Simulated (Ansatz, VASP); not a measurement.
CdS (Hawleyite): VASP beside Ansatz

```
Cd S
1.0
     0.00000    2.93582    2.93582
     2.93582    0.00000    2.93582
     2.93582    2.93582    0.00000
Cd S
1 1
Direct
  0.00000 0.00000 0.00000
  0.75000 0.75000 0.75000
```

Change from the starting cell: volume scaled by 1.02.

Alike in both runs: task single point; functional PBEsol; k mesh 8 × 8 × 8; occupations fermi-dirac, width 0.05 eV; no spin polarisation.

```csv
,VASP,Ansatz
version,VASP 6.6.1,Ansatz 0.2.0
potentials or method,"VASP PAW PBE potentials, release 64 (Cd, S), cutoff 520 eV","all-electron LAPW, scalar-relativistic"
```

Ansatz gave:

```
gap on the k mesh at the Fermi level (eV) : 0.96
least direct gap on the mesh (eV)         : 0.96
pressure (GPa)                            : -1.4
```

**Question.** What did VASP give for the same quantities?

**Answer.** gap on the k mesh at the Fermi level (eV): 0.97; least direct gap on the mesh (eV): 0.97; pressure (GPa): -1.1.

Ansatz ran all-electron here, so the differences hold the error of VASP's frozen core and of both bases.

Caveats: the PAW data sets were made with another functional, which shifts forces and pressure a little (VASP).
